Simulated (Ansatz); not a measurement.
Take GeO₂ (space group P3_121, No. 152; a = 4.9887 Å, c = 5.6753 Å) as the base. Axes: x lies along a and z along c of the hexagonal cell.

All numbers come from plane-wave PAW DFT at the r2SCAN level (Ansatz, a program for electronic structure, 500 eV), no spin-orbit coupling.

It is then changed as follows: every lattice vector is stretched by 0.90 %, atoms relaxed at fixed cell.

Problem. Predict the stress tensor and what it implies for the stiffness.

Solution. Stress of the strained cell less that of the base (GPa, compression positive):
```
  -0.96    0.00    0.00
   0.00   -0.96    0.00
   0.00    0.00   -1.37
```

Then B = −ΔP/(ΔV/V₀) with ΔV/V₀ = 0.0272 gives secant stiffness values (nonlinear terms included at this strain): B (at held cell shape, above the free-shape value) ≈ 40 GPa.

Whether these cells are dynamically stable was not tested.
